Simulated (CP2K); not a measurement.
Runs of CP2K 2026.2 on V. Symmetry: Im-3m, No. 229, cubic system. Conventional cell: a = 3.029 Å, b = 3.029 Å, c = 3.029 Å, α = 90.00°, β = 90.00°, γ = 90.00°. V (site symmetry m-3m) has 8 V at 2.62 Å as nearest neighbours. 

```tsv
task	level	potentials or basis	cell	smearing	EPS_DEFAULT	MIXING METHOD	MIXING ALPHA	NBUFFER	NGRIDS	gap on the mesh (eV)	pressure (GPa)	moment (μB)
single point	PBE	POTENTIAL_UZH V GTH-PBE-q13; TZVP-MOLOPT-PBE-GTH basis	as given	fermi-dirac 0.05 eV	1.0E-10	BROYDEN_MIXING	0.2	10	4	none	-4.6	0.00
band structure	LDA	GTH_POTENTIALS V GTH-PADE-q13; TZVP-MOLOPT-PBE-GTH basis	as given	fermi-dirac 0.01 eV	1.0E-9	PULAY_MIXING	0.4	6	5	none	-16.8	0.15
band structure	PBE	POTENTIAL_UZH V GTH-PBE-q13; TZVP-MOLOPT-PBE-GTH basis	as given	fermi-dirac 0.0259 eV	1.0E-9	BROYDEN_MIXING	0.2	10	5	none	-4.5	0.00
band structure	PBEsol	POTENTIAL_UZH V GTH-PBE-q13; TZVP-MOLOPT-PBE-GTH basis	as given	fermi-dirac 0.05 eV	1.0E-9	PULAY_MIXING	0.4	6	5	none	-11.1	0.00
single point	PBE	POTENTIAL_UZH V GTH-PBE-q13; TZVP-MOLOPT-PBE-GTH basis	the cell as VASP's run set it	gaussian 0.02 eV	1.0E-10	BROYDEN_MIXING	0.2	10	4	none	(a)	0.00
single point	PBEsol	POTENTIAL_UZH V GTH-PBE-q13; TZVP-MOLOPT-PBE-GTH basis	as given	fermi-dirac 0.05 eV	1.0E-10	PULAY_MIXING	0.4	6	5	none	-11.1	0.00
band structure	LDA	GTH_POTENTIALS V GTH-PADE-q13; TZVP-MOLOPT-PBE-GTH basis	as given	fermi-dirac 0.05 eV	1.0E-9	BROYDEN_MIXING	0.2	10	4	none	-16.8	0.00
```

Alike in all rows: spin collinear, ferromagnetic start; k mesh 12 × 12 × 12.

Fill in the values left out.

(a) -4.3.

Caveats: the basis of atomic orbitals isn't converged, which shifts pressures, moduli and gaps; so large a pressure means that the cell lies far from this level's equilibrium, or that cutoff or potentials fall short (some runs); the potentials were made for another functional, which shifts forces and pressure (some runs).

A k mesh can miss the band edges.

A gap of «none» marks a metal or a gap under the smearing width.

Not every run made on this cell is shown here.
